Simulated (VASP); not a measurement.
**A VASP 6.6.1 single-point calculation on C**

INCAR

```
EDIFF = 1E-7
NSW = 0
ISIF = 2
ENCUT = 520
ISYM = -1
LASPH = .TRUE.
ISMEAR = -1
IBRION = -1
GGA = CA
PREC = Accurate
LREAL = .FALSE.
NBANDS = 11
LCHARG = .FALSE.
NELM = 58
LWAVE = .FALSE.
SIGMA = 0.02
```

KPOINTS

```
KPOINTS created by Atomic Simulation Environment
0
Gamma
4 4 4
0 0 0
```

POSCAR

```
C
 1.0000000000000000
    -0.0919000000000000    1.7999000000000001    1.8365000000000000
     1.7354000000000001   -0.0213000000000000    1.7658000000000000
     1.7262000000000000    1.7200000000000000   -0.0120000000000000
 C
   2
Cartesian
  1.7955003300000001  1.7356338700000000  0.3674981100000000
  1.0159227000000000  0.7810671299999999  0.8348836600000000
```

The recommended LDA PAW datasets give the neutral cell 8 valence electrons.

Command

```
mpirun -np 1 vasp_std
```

OSZICAR

```
N       E                     dE             d eps       ncg     rms          rms(c)
DAV:   1    -0.413826472706E+00   -0.41383E+00   -0.42788E+03  1472   0.667E+02
DAV:   2    -0.186847402455E+02   -0.18271E+02   -0.17793E+02  1687   0.126E+02
DAV:   3    -0.190172233229E+02   -0.33248E+00   -0.33193E+00  1691   0.134E+01
DAV:   4    -0.190177637625E+02   -0.54044E-03   -0.54043E-03  1513   0.712E-01
DAV:   5    -0.190177646900E+02   -0.92749E-06   -0.92823E-06  1633   0.263E-02    0.716E+00
DAV:   6    -0.179870868595E+02    0.10307E+01   -0.74685E-01  1522   0.600E+00    0.401E+00
DAV:   7    -0.176760825014E+02    0.31100E+00   -0.72410E-01  1570   0.598E+00    0.111E+00
DAV:   8    -0.176761738060E+02   -0.91305E-04   -0.13170E-02  1540   0.973E-01    0.268E-01
DAV:   9    -0.176760912564E+02    0.82550E-04   -0.15457E-04  1642   0.106E-01    0.498E-02
DAV:  10    -0.176760917643E+02   -0.50788E-06   -0.39726E-06  1561   0.156E-02    0.115E-02
DAV:  11    -0.176760918280E+02   -0.63699E-07   -0.64749E-07  1561   0.760E-03
   1 F= -.17676092E+02 E0= -.17675659E+02  d E =-.866434E-03
```

From OUTCAR

```
k-points           NKPTS =     64   k-points in BZ     NKDIM =     64   number of bands    NBANDS=     11

   NELECT =       8.0000    total number of electrons

   dimension x,y,z NGX =    20 NGY =   18 NGZ =   18
   dimension x,y,z NGXF=    40 NGYF=   36 NGZF=   36

  energy-cutoff  :      520.00
  volume of cell :       11.35
      direct lattice vectors                 reciprocal lattice vectors
    -0.091900000  1.799900000  1.836500000    -0.267519045  0.270340389  0.266174426
     1.735400000 -0.021300000  1.765800000     0.280156141 -0.279159389  0.287615210
     1.726200000  1.720000000 -0.012000000     0.283415614  0.295039674 -0.274977410

 k-points in reciprocal lattice and weights: KPOINTS created by Atomic Simulation Env
   0.00000000  0.00000000  0.00000000       0.016
   0.25000000  0.00000000  0.00000000       0.016
   0.50000000  0.00000000  0.00000000       0.016
  -0.25000000  0.00000000 -0.00000000       0.016
   0.00000000  0.25000000 -0.00000000       0.016
   0.25000000  0.25000000 -0.00000000       0.016
   0.50000000  0.25000000 -0.00000000       0.016
  -0.25000000  0.25000000 -0.00000000       0.016
   ...

 E-fermi :  10.8681

 k-point     1 :       0.0000    0.0000    0.0000
  band No.  band energies     occupation
      1     -11.9930      2.00000
      2       3.4390      2.00000
      3       8.9108      2.00000
      4      11.4316      0.00000
      5      12.7881      0.00000
      6      17.2950      0.00000
      7      22.6106      0.00000
      8      24.0348      0.00000
      9      25.5746      0.00000
     10      32.4971      0.00000
     11      36.4196      0.00000

 k-point     2 :       0.2500    0.0000    0.0000
  band No.  band energies     occupation
      1     -10.5195      2.00000
      2       2.8837      2.00000
      3       3.0910      2.00000
      4      10.8681      1.00000
      5      12.6222      0.00000
      6      19.7632      0.00000
      7      22.9840      0.00000
      8      23.5828      0.00000
      9      29.7209      0.00000
     10      31.1932      0.00000
     11      34.6108      0.00000

 k-point     3 :       0.5000    0.0000    0.0000
  band No.  band energies     occupation
      1      -7.7614      2.00000
      2      -2.5012      2.00000
      3       2.7598      2.00000
      4      10.5139      2.00000
      5      12.0787      0.00000
      6      20.9178      0.00000
      7      22.7812      0.00000
      8      22.8598      0.00000
      9      30.3452      0.00000
     10      34.0633      0.00000
     11      38.6887      0.00000

 k-point     4 :      -0.2500    0.0000   -0.0000
  band No.  band energies     occupation
      1     -10.5195      2.00000
      2       2.8837      2.00000
      3       3.0910      2.00000
      4      10.8681      1.00000
      5      12.6222      0.00000
      6      19.7632      0.00000
      7      22.9840      0.00000
      8      23.5828      0.00000
      9      29.7209      0.00000
     10      31.1932      0.00000
     11      34.6108      0.00000

 k-point     5 :       0.0000    0.2500   -0.0000
  band No.  band energies     occupation
      1     -10.3024      2.00000
      2       2.6804      2.00000
      3       3.2592      2.00000
      4       9.2168      2.00000
      5      14.3189      0.00000
      6      18.8010      0.00000
      7      23.7701      0.00000
      8      25.4132      0.00000
      9      27.6459      0.00000
     10      30.5567      0.00000
     11      31.7661      0.00000

 ...

  Total        5.1498699      5.0020909      3.8918612      1.5899690      2.7290368     -1.8761236
  in kB      726.8221192    705.9654679    549.2742235    224.3988023    385.1600798   -264.7849693
  external PRESSURE =     660.6872702 kB  Pullay stress =       0.0000000 kB

 POSITION                                       TOTAL-FORCE (eV/Angst)
 -----------------------------------------------------------------------------------
      1.79550      1.73563      0.36750        -2.716043      1.404711     -7.618770
      1.01592      0.78107      0.83488         2.716043     -1.404711      7.618770
 -----------------------------------------------------------------------------------
    total drift:                               -0.000010      0.000018      0.000015

  FREE ENERGIE OF THE ION-ELECTRON SYSTEM (eV)
  ---------------------------------------------------
  free  energy   TOTEN  =       -17.6760918280 eV

  energy  without entropy=      -17.6752253936  energy(sigma->0) =      -17.67565861
```

It converged. Results: gap between bands v and c on the k mesh -1.01 eV (bands overlap: a metal); least direct gap on the k mesh 1.36 eV; pressure 66.1 GPa; largest force 8.21 eV/Å. Band v is the last that the valence electrons fill when counted band by band, and c is the next.

These settings aren't sound, so the numbers aren't properties of the crystal.

On sound settings LDA gives a gap of -1.06 eV on its mesh and a pressure of 65.4 GPa for the intended cell.

The run took about 5.4 s on one core of a shared host (Intel Xeon Platinum 8488C) and held 0.11 GiB at most.
